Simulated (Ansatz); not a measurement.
# SnSe2: one candidate of a structure search, part 3 of 3

Where does this trial cell of SnSe2 go when cell and atoms are let free?

Ansatz 0.2.0; DFT PBE, scalar-relativistic, plane waves, PAW. The steps go on from the part before.

## 5. Final relaxation

The end of the coarse run is made exact in the group found at a tolerance of 0.06 Å and reduced to its primitive cell.

input.yaml

```yaml
crystal:
  lattice:
    - [3.0439828759, 0.0, 0.0]
    - [0.0, 3.0439828759, 0.0]
    - [0.0, 0.0, 8.2733353522]
  atoms:
    - { symbol: Sn, position: [0.0, 0.0, 0.0] }
    - { symbol: Se, position: [0.0, 0.0, 0.6566387056] }
    - { symbol: Se, position: [0.0, 0.0, 0.3433612944] }
basis:
  ecutwfc: 420
kpoints:
  mp_grid: { grid: [16, 16, 6] }
hamiltonian:
  xc: pbe
scf:
  occupations: { method: gaussian, width: 0.1 }
output:
  forces: true
  stress: true
  eigenvalues: true
relax:
  adjacent_minimum: "off"
  f_tol: 0.01
  max_steps: 80
  cell: { stress_tol: 0.05 }
```

On the command line:

```console
ansatz run input.yaml --threads 1 --pin off --max-ram 2048MiB --backend cpu --events-out ev --progress --plain --runs-dir out
```

What it wrote:

```text
Warning: RAYON_NUM_THREADS=1 ignored (pool sized by the plan → 1); use --threads N
Engine: ansatz 0.2.0, x86_64-unknown-linux-gnu
Pseudopotentials: kind: paw
Pseudopotential: Sn, paw, valence charge 14, recommended cutoff 420 eV (normal), Sn.paw.azcp
Pseudopotential: Se, paw, valence charge 16, recommended cutoff 420 eV (normal), Se.paw.azcp
Functional definition: PBE
  parameter kappa = 0.804
  parameter beta = 0.06672455060314922
  exchange = pbe_x(kappa = kappa, mu = beta*pi^2/3)
  correlation = pbe_c(beta = beta)
Crystal: 3 atoms, lattice volume = 76.659 Å³
Basis set: ecut = 420 eV, 1475 PW (Γ), exchange–correlation on 48×48×120 points (8 copies of the dense FFT grid, shifted against one another)
Bands: 28, of which v1, the nominal top of the filled ones, is band 23 counted from 1 (22 counted from 0)
Symmetry: 16 space group operations
Space group: P4/mmm (ITA 123), of the structure as read, at distance tolerance 4.2e-5 Å
k-points: 180 of 1536
Non-local potential: Sn, projectors of the file, l = 0: 2, l = 1: 2, l = 2: 2, l = 3: 2
Non-local potential: Se, projectors of the file, l = 0: 2, l = 1: 2, l = 2: 3, l = 3: 1
PAW form: soft (Blöchl's): semilocal exchange-correlation on the pseudo side does not see the compensation charge
PAW one-centre angular grid: Sn, 590 points (default); XC on 64 Gauss nodes
PAW one-centre angular grid: Se, 590 points (default); XC on 64 Gauss nodes
Initial density: superposition of atomic densities (neutral atoms: chi_scale 0, normalization atom), corrected by the library's trained network
Initial wavefunctions: pseudopotential atomic-orbital guess
Functional: x = pbe(κ = 0.804, μ = 0.2195149727645171), c = pbe(β = 0.06672455060314922)
SCF iter   1: F=—  HF=-16961.885978 eV  |F-HF|=—  |Δ(HF+E_count)|=         —  Δρ=2.03e-3  dr2=1.10e-2  ethr=1.77e-3  ⟨swp⟩=6.1  Hψ=21458  notcnv=0
preconditioner: auto → LDOS  [metal: Δε(μ)=0.032 eV  Ē_g=15.403 eV  σ=0.100 eV  W_gap=0.18  n_scr=18 (ndim 8)  ℏωp=21.6 eV  f_vac=0.021  D(μ)=1.50/eV (n_scr^D=4)  β→1.0]
SCF iter   2: F=—  HF=-16961.883768 eV  |F-HF|=—  |Δ(HF+E_count)|=   2.21e-3  Δρ=5.29e-4  dr2=3.88e-4  ethr=2.38e-5  ⟨swp⟩=1.6  Hψ=6942  notcnv=0  defer=1
SCF iter   3: F=—  HF=-16961.883709 eV  |F-HF|=—  |Δ(HF+E_count)|=   5.97e-5  Δρ=2.06e-4  dr2=9.67e-5  ethr=8.43e-7  ⟨swp⟩=2.0  Hψ=7256  notcnv=0  defer=1
SCF iter   4: F=—  HF=-16961.883698 eV  |F-HF|=—  |Δ(HF+E_count)|=   1.01e-5  Δρ=4.54e-5  dr2=2.93e-6  ethr=2.10e-7  ⟨swp⟩=2.0  Hψ=5916  notcnv=0  defer=1
SCF iter   5: F=—  HF=-16961.883698 eV  |F-HF|=—  |Δ(HF+E_count)|=   2.53e-7  Δρ=1.13e-5  dr2=1.12e-7  ethr=6.37e-9  ⟨swp⟩=2.0  Hψ=7153  notcnv=0  defer=1
SCF iter   6: F=-16961.883698 eV  HF=-16961.883698 eV  |F-HF|=2.96e-9  |Δ(HF+E_count)|=   1.99e-9  Δρ=3.19e-6  dr2=7.29e-9  ethr=2.17e-10  ⟨swp⟩=7.2  Hψ=22604  notcnv=0
SCF 1 converged in 6 iterations: F = -16961.883698 eV  dr2 = 7.29e-9
relax step   1: F+E_penalty+E_count = -16961.88369823 eV  Δ(F+E_penalty+E_count) = +0.000e0 eV  max|allowed force component| = 5.628e-1 eV/Å  Δτ_max = 0.0000 Å  P = -0.121 GPa  Ω = 76.659 Å³  (6 SCF iters, dr2 threshold 1.00e-7 eV, accepted)
Crystal: 3 atoms, lattice volume = 72.106 Å³
Basis set: ecut = 420 eV, 1393 PW (Γ), exchange–correlation on 48×48×120 points (8 copies of the dense FFT grid, shifted against one another)
Initial density: handed on by an earlier stage of this run
Initial wavefunctions: those handed on with the density
iter 1 solved again at ethr=3.41e-4 eV; its pass at ethr=3.10e-3 eV (dr2=1.57e-1 eV) is discarded
SCF iter   1: F=—  HF=-16962.064166 eV  |F-HF|=—  |Δ(HF+E_count)|=         —  Δρ=6.42e-3  dr2=1.56e-1  ethr=3.41e-4  ⟨swp⟩=1.2  Hψ=29135  notcnv=0
preconditioner: auto → Kerker (q_TF=auto, 2.531 Å⁻¹)  [metal: Δε(μ)=0.032 eV  Ē_g=15.685 eV  σ=0.100 eV  W_gap=0.18  n_scr=18 (ndim 8)  ℏωp=22.3 eV  f_vac=0.008  D(μ)=1.38/eV (n_scr^D=4)]
SCF iter   2: F=—  HF=-16962.051002 eV  |F-HF|=—  |Δ(HF+E_count)|=   1.32e-2  Δρ=4.01e-3  dr2=7.34e-2  ethr=3.39e-4  ⟨swp⟩=1.1  Hψ=5067  notcnv=0
SCF iter   3: F=—  HF=-16962.040714 eV  |F-HF|=—  |Δ(HF+E_count)|=   1.03e-2  Δρ=1.16e-3  dr2=7.67e-3  ethr=1.60e-4  ⟨swp⟩=2.5  Hψ=9172  notcnv=0
SCF iter   4: F=—  HF=-16962.038277 eV  |F-HF|=—  |Δ(HF+E_count)|=   2.44e-3  Δρ=9.55e-4  dr2=1.40e-3  ethr=1.67e-5  ⟨swp⟩=2.0  Hψ=8235  notcnv=0  defer=1
SCF iter   5: F=—  HF=-16962.038173 eV  |F-HF|=—  |Δ(HF+E_count)|=   1.04e-4  Δρ=2.77e-4  dr2=8.33e-5  ethr=3.04e-6  ⟨swp⟩=2.0  Hψ=8988  notcnv=0  defer=1
SCF iter   6: F=—  HF=-16962.038150 eV  |F-HF|=—  |Δ(HF+E_count)|=   2.31e-5  Δρ=9.46e-5  dr2=1.41e-5  ethr=1.81e-7  ⟨swp⟩=2.0  Hψ=9100  notcnv=0  defer=1
SCF iter   7: F=—  HF=-16962.038157 eV  |F-HF|=—  |Δ(HF+E_count)|=   6.85e-6  Δρ=3.27e-5  dr2=2.02e-6  ethr=3.06e-8  ⟨swp⟩=2.0  Hψ=9092  notcnv=0  defer=1
SCF iter   8: F=—  HF=-16962.038157 eV  |F-HF|=—  |Δ(HF+E_count)|=   2.47e-7  Δρ=1.31e-5  dr2=3.34e-7  ethr=4.40e-9  ⟨swp⟩=2.0  Hψ=9111  notcnv=0  defer=1
SCF iter   9: F=-16962.038157 eV  HF=-16962.038157 eV  |F-HF|=1.01e-8  |Δ(HF+E_count)|=   6.56e-8  Δρ=4.82e-6  dr2=2.74e-8  ethr=6.52e-10  ⟨swp⟩=6.8  Hψ=21759  notcnv=0
SCF 2 converged in 9 iterations: F = -16962.038157 eV  dr2 = 2.74e-8
relax step   2: F+E_penalty+E_count = -16962.03815738 eV  Δ(F+E_penalty+E_count) = -1.545e-1 eV  max|allowed force component| = 5.433e-1 eV/Å  Δτ_max = 0.0351 Å  P = +2.474 GPa  Ω = 72.106 Å³  energy of the carried Pulay correction = +5.547e-4 eV  (9 SCF iters, dr2 threshold 3.00e-7 eV, accepted)
Crystal: 3 atoms, lattice volume = 75.984 Å³
Basis set: ecut = 420 eV, 1465 PW (Γ), exchange–correlation on 48×48×120 points (8 copies of the dense FFT grid, shifted against one another)
iter 1 solved again at ethr=1.69e-3 eV; its pass at ethr=3.10e-3 eV (dr2=7.78e-1 eV) is discarded
SCF iter   1: F=—  HF=-16962.224095 eV  |F-HF|=—  |Δ(HF+E_count)|=         —  Δρ=1.13e-2  dr2=7.79e-1  ethr=1.69e-3  ⟨swp⟩=1.0  Hψ=27446  notcnv=0
preconditioner: auto → LDOS  [metal: Δε(μ)=0.024 eV  Ē_g=15.366 eV  σ=0.100 eV  W_gap=0.13  n_scr=18 (ndim 8)  ℏωp=21.7 eV  f_vac=0.025  D(μ)=1.67/eV (n_scr^D=4)  β→1.0]
SCF iter   2: F=—  HF=-16962.169329 eV  |F-HF|=—  |Δ(HF+E_count)|=   5.48e-2  Δρ=7.40e-3  dr2=1.64e-1  ethr=1.69e-3  ⟨swp⟩=3.3  Hψ=7772  notcnv=0  defer=2
SCF iter   3: F=—  HF=-16962.136368 eV  |F-HF|=—  |Δ(HF+E_count)|=   3.30e-2  Δρ=1.48e-3  dr2=5.86e-3  ethr=3.56e-4  ⟨swp⟩=3.0  Hψ=8423  notcnv=0  defer=109
SCF iter   4: F=—  HF=-16962.135386 eV  |F-HF|=—  |Δ(HF+E_count)|=   9.82e-4  Δρ=2.49e-4  dr2=5.03e-5  ethr=1.27e-5  ⟨swp⟩=2.0  Hψ=8478  notcnv=0  defer=109
SCF iter   5: F=—  HF=-16962.135370 eV  |F-HF|=—  |Δ(HF+E_count)|=   1.59e-5  Δρ=1.19e-4  dr2=1.26e-5  ethr=1.09e-7  ⟨swp⟩=2.0  Hψ=9086  notcnv=0  defer=109
SCF iter   6: F=—  HF=-16962.135374 eV  |F-HF|=—  |Δ(HF+E_count)|=   4.24e-6  Δρ=2.41e-5  dr2=3.13e-7  ethr=2.74e-8  ⟨swp⟩=2.0  Hψ=6015  notcnv=0  defer=109
SCF iter   7: F=-16962.135375 eV  HF=-16962.135375 eV  |F-HF|=8.26e-9  |Δ(HF+E_count)|=   2.29e-7  Δρ=3.98e-6  dr2=9.61e-9  ethr=6.52e-10  ⟨swp⟩=8.5  Hψ=26446  notcnv=0
SCF 3 converged in 7 iterations: F = -16962.135375 eV  dr2 = 9.61e-9
relax step   3: F+E_penalty+E_count = -16962.13537471 eV  Δ(F+E_penalty+E_count) = -9.722e-2 eV  max|allowed force component| = 1.767e-1 eV/Å  Δτ_max = 0.1030 Å  P = -0.473 GPa  Ω = 75.984 Å³  energy of the carried Pulay correction = +8.015e-5 eV  (7 SCF iters, dr2 threshold 3.00e-7 eV, accepted)
[... from here on, the SCF cycles and remarks between the steps are left out ...]
relax step   4: F+E_penalty+E_count = -16962.17356931 eV  Δ(F+E_penalty+E_count) = -3.819e-2 eV  max|allowed force component| = 1.450e-1 eV/Å  Δτ_max = 0.1100 Å  P = +0.096 GPa  Ω = 77.106 Å³  energy of the carried Pulay correction = -5.269e-5 eV  (6 SCF iters, dr2 threshold 3.00e-7 eV, accepted)
relax step   5: F+E_penalty+E_count = -16962.19629478 eV  Δ(F+E_penalty+E_count) = -2.273e-2 eV  max|allowed force component| = 8.754e-2 eV/Å  Δτ_max = 0.0390 Å  P = +0.639 GPa  Ω = 77.501 Å³  energy of the carried Pulay correction = -9.899e-5 eV  (5 SCF iters, dr2 threshold 3.00e-7 eV, accepted)
relax step   6: F+E_penalty+E_count = -16962.19884864 eV  Δ(F+E_penalty+E_count) = -2.554e-3 eV  max|allowed force component| = 6.858e-2 eV/Å  Δτ_max = 0.0163 Å  P = -0.409 GPa  Ω = 79.564 Å³  energy of the carried Pulay correction = -3.370e-4 eV  (6 SCF iters, dr2 threshold 3.00e-7 eV, accepted)
relax step   7: F+E_penalty+E_count = -16962.20067299 eV  Δ(F+E_penalty+E_count) = -1.824e-3 eV  max|allowed force component| = 4.191e-4 eV/Å  Δτ_max = 0.0001 Å  P = +0.005 GPa  Ω = 78.884 Å³  energy of the carried Pulay correction = -2.592e-4 eV  (6 SCF iters, dr2 threshold 3.00e-7 eV, accepted)
relax step   8: F+E_penalty+E_count = -16962.20201661 eV  Δ(F+E_penalty+E_count) = -1.344e-3 eV  max|allowed force component| = 1.464e-3 eV/Å  Δτ_max = 0.0000 Å  P = +0.034 GPa  Ω = 78.884 Å³  stress off target by 9.31e-2 GPa  SCF on the basis re-selected at this cell (its energy is not comparable with the rows above)  (7 SCF iters)
relax step   9: F+E_penalty+E_count = -16962.20207931 eV  Δ(F+E_penalty+E_count) = -6.271e-5 eV  max|allowed force component| = 3.805e-3 eV/Å  Δτ_max = 0.0046 Å  P = +0.008 GPa  Ω = 79.055 Å³  energy of the carried Pulay correction = -2.231e-5 eV  (5 SCF iters, dr2 threshold 2.17e-8 eV, accepted)
relax step  10: F+E_penalty+E_count = -16962.20208819 eV  Δ(F+E_penalty+E_count) = -8.882e-6 eV  max|allowed force component| = 1.211e-3 eV/Å  Δτ_max = 0.0046 Å  P = -0.002 GPa  Ω = 79.196 Å³  energy of the carried Pulay correction = -4.069e-5 eV  (8 SCF iters, accepted)
iter 1 solved again at ethr=1.54e-7 eV; its pass at ethr=3.10e-3 eV (dr2=7.10e-5 eV) is discarded
SCF iter   1: F=—  HF=-16962.201415 eV  |F-HF|=—  |Δ(HF+E_count)|=         —  Δρ=2.06e-4  dr2=7.12e-7  ethr=1.54e-7  ⟨swp⟩=3.0  Hψ=35300  notcnv=0
preconditioner: auto → LDOS  [metal: Δε(μ)=0.013 eV  Ē_g=15.463 eV  σ=0.100 eV  W_gap=0.07  n_scr=18 (ndim 8)  ℏωp=21.3 eV  f_vac=0.063  D(μ)=1.44/eV (n_scr^D=4)  β→1.0]
SCF iter   2: F=—  HF=-16962.202130 eV  |F-HF|=—  |Δ(HF+E_count)|=   7.15e-4  Δρ=3.29e-6  dr2=3.20e-8  ethr=1.55e-9  ⟨swp⟩=2.1  Hψ=7338  notcnv=0
SCF iter   3: F=—  HF=-16962.202130 eV  |F-HF|=—  |Δ(HF+E_count)|=   2.56e-8  Δρ=2.29e-6  dr2=1.36e-8  ethr=6.95e-11  ⟨swp⟩=2.1  Hψ=6763  notcnv=0
SCF iter   4: F=—  HF=-16962.202130 eV  |F-HF|=—  |Δ(HF+E_count)|=   2.14e-9  Δρ=3.98e-7  dr2=1.12e-10  ethr=2.97e-11  ⟨swp⟩=2.0  Hψ=5951  notcnv=0
SCF iter   5: F=-16962.202130 eV  HF=-16962.202130 eV  |F-HF|=1.82e-11  |Δ(HF+E_count)|=  4.95e-10  Δρ=1.14e-7  dr2=1.47e-11  ethr=1.00e-12  ⟨swp⟩=6.7  Hψ=24919  notcnv=0
SCF 11 converged in 5 iterations: F = -16962.202130 eV  dr2 = 1.47e-11
relax step  11: F+E_penalty+E_count = -16962.20212976 eV  Δ(F+E_penalty+E_count) = -4.156e-5 eV  max|allowed force component| = 1.229e-3 eV/Å  Δτ_max = 0.0000 Å  P = -0.003 GPa  Ω = 79.196 Å³  stress off target by 6.26e-3 GPa  SCF on the basis re-selected at this cell (its energy is not comparable with the rows above)  (5 SCF iters)
basis re-selected at this cell: Δ(F+E_penalty+E_count) = -4.156e-5 eV, ΔP = -0.000 GPa vs the last step (what re-selecting the basis moved, of the pressure what is left beyond the Pulay correction that the steps carried, after the strain that the cell walked since its last selection, with what the two solves' SCF thresholds leave and, on support functions, any second-order correction that the steps lacked; it is no measure of the basis error at this ecutwfc). This SCF's stress stands 6.26e-3 GPa from its target on what of the cell is left free (relax.cell.stress_tol is 5.00e-2 GPa) and its largest allowed force component is 1.23e-3 eV/Å (relax.f_tol is 1.00e-2 eV/Å): within both
SCF converged after 5 iterations
Free energy (F): -16962.202130 eV
Harris-Foulkes:  -16962.202130 eV  (|F-HF|=1.82e-11)
Internal energy: -16962.194915 eV  (E = F + TS)
E sigma→0 (E₀):  -16962.198522 eV
Entropy (-TS):   -0.007215 eV (-2.405 meV/atom)
Fermi energy:    8.475054 eV
--- Per-component energies (eV) ---
  E_band       = -875.113275
  E_kinetic    = 419.507677
  E_local      = -5834.186675  (includes V_loc(G=0)·N_el)
  E_nonlocal   = -1220.899932
  E_hartree    = 2985.937932
  E_xc         = -589.044343
  E_vxc        = -289.856889  (∫ρ·V_xc dr)
  E_paw        = -7961.026978  (= ΣΔE_a)
  E_vpaw       = 78.447937  (= ΣTr[D̂ρ^β])
  E_aug_tail   = -0.001192  (compensation charges beyond the density's cutoff)
  E_ewald      = -4762.481405
  E_smearing   = -0.007215  (= −TS)
  E_closure    = 0.000000  (closes the sum)
  Σ components = -16962.202130   (vs F -16962.202130, Δ=0.00e0)
--- Forces (eV/Å), atoms counted from 1 ---
  atom   1  Sn     0.00000000     0.00000000     0.00000000
  atom   2  Se     0.00000000     0.00000000     0.00122852
  atom   3  Se    -0.00000000     0.00000000    -0.00122852
  max |Σ_I F_I| component: 2.17e-19 eV/Å
--- Stress (GPa, compression-positive) ---
       -0.000658       0.000000      -0.000000
        0.000000      -0.000658      -0.000000
       -0.000000      -0.000000      -0.006259
  P = ⅓ Tr σ = -0.0025 GPa (-0.025 kbar)
--- Band table (eV; the first three rows and the last of 180) ---
  k-point 0: bands = ["-39.6356", "-39.6356", "-39.6189", "-39.6189", "-39.5086", "-39.5086", "-39.5085", "-39.5085", "-39.4787", "-39.4783", "-13.2834", "-13.0625", "-12.7697", "-12.7697", "-12.6556", "-6.0545", "-5.8277", "-1.6069", "3.9855", "5.0995", "10.5077", "10.5077", "10.5765", "10.6591", "10.6591", "15.1067", "16.3133", "16.3133"]
  k-point 1: bands = ["-39.6356", "-39.6356", "-39.6189", "-39.6189", "-39.5086", "-39.5086", "-39.5085", "-39.5085", "-39.4787", "-39.4783", "-13.2834", "-13.0624", "-12.7697", "-12.7697", "-12.6556", "-6.0424", "-5.8425", "-1.5912", "3.7245", "5.4850", "10.2343", "10.5158", "10.5158", "10.6502", "10.6502", "15.5298", "16.3183", "16.3183"]
  k-point 2: bands = ["-39.6356", "-39.6356", "-39.6189", "-39.6189", "-39.5086", "-39.5086", "-39.5085", "-39.5085", "-39.4787", "-39.4783", "-13.2834", "-13.0624", "-12.7697", "-12.7697", "-12.6556", "-6.0105", "-5.8798", "-1.5592", "3.3913", "6.1325", "9.5588", "10.5365", "10.5365", "10.6279", "10.6279", "16.3286", "16.3286", "16.4436"]
  k-point 179: bands = ["-39.6285", "-39.6285", "-39.6073", "-39.6073", "-39.5131", "-39.5131", "-39.5130", "-39.5130", "-39.4686", "-39.4682", "-13.0592", "-12.9450", "-12.9450", "-12.7469", "-12.4603", "-2.2876", "-2.1524", "4.7195", "4.7195", "4.7199", "4.7199", "5.9897", "7.1912", "7.5842", "7.5842", "10.4924", "11.9791", "12.6859"]
--- Relaxed structure (9 steps of the walk, 9 accepted, 2 SCFs on fresh bases) ---
  F+E_penalty+E_count = -16962.20212976 eV   max|allowed force component| = 1.229e-3 eV/Å   (the final SCF, on the basis selected at the relaxed cell)
  cell:  # Å, volume = 79.1962 Å³
    - [2.891925949300728, 2.9326030294031425e-34, 0.0]
    - [2.9326030294031425e-34, 2.891925949300728, 0.0]
    - [0.0, 0.0, 9.469562342076244]
  atoms:
    - { symbol: Sn, position: [2.6008280628573863e-34, 1.5817516251777579e-35, 3.494607277735774e-20] }
    - { symbol: Se, position: [-1.296706801057183e-34, 7.908758125888789e-36, 0.6944330750453864] }
    - { symbol: Se, position: [-1.3041212618002038e-34, -2.372627437766637e-35, 0.3055669249546137] }
```

Wall time 5.3 min (1 thread of Intel Xeon Platinum 8488C (Sapphire Rapids), shared host); peak memory 0.65 GiB.

Relaxation path:

```
step  E - E(step 1) (eV/cell)  largest force component (eV/Å)  pressure (GPa)  volume (Å³)
   1                   0.0000                          0.5628           -0.12        76.66
   2                  -0.1545                          0.5433            2.47        72.11
   3                  -0.2517                          0.1767           -0.47        75.98
   4                  -0.2899                          0.1450            0.10        77.11
   5                  -0.3126                          0.0875            0.64        77.50
   6                  -0.3152                          0.0686           -0.41        79.56
   7                  -0.3170                          0.0004            0.01        78.88
   8                  -0.3183                          0.0015            0.03        78.88
   9                  -0.3184                          0.0038            0.01        79.06
  10                  -0.3184                          0.0012            0.00        79.20
  11                  -0.3184                          0.0012            0.00        79.20
```

Step 1 is the start. Steps 8, 11 each repeat the geometry before them on a plane-wave basis chosen anew, so the energy can jump there without any move.

|  | before | after | change |
| --- | --- | --- | --- |
| a (Å) | 3.044 | 2.892 | -5.0 % |
| b (Å) | 3.044 | 2.892 | -5.0 % |
| c (Å) | 8.273 | 9.470 | +14.5 % |
| volume (Å³/atom) | 25.55 | 26.40 | +3.3 % |
| shortest distance (Å) | 2.592 | 2.892 | +11.6 % |
| space group (0.01 Å) | P4/mmm | P4/mmm | same |

The run keeps the 16 symmetry operations of the start, so it could not have lowered the symmetry.

## 6. Results

The summary covers parts 1 to 3. Changes of volume or cell count from the first structure of part 1.

```
                              quantity                                                                      value
symmetry at the end (tolerance 0.05 Å)                                               space group P4/mmm (No. 123)
                     conventional cell  a = 2.892 Å, b = 2.892 Å, c = 9.470 Å, α = 90.00°, β = 90.00°, γ = 90.00°
                                volume                                                              26.40 Å³/atom
     energy over the elements, grey Sn                                                              +0.06 eV/atom
                       gap on the mesh                                                               none (metal)
```

**Reading.** The space group P4/mmm (No. 123) is kept, and the volume per atom shrinks by 18.8 % from the first guess. The formation energy is positive, so the separate elements lie lower. No finished test with a distortion of lower symmetry is shown, so the end may be a saddle point. Layers here are held mostly by dispersion, which this level lacks, so their spacing and the stiffness across them are unreliable there.
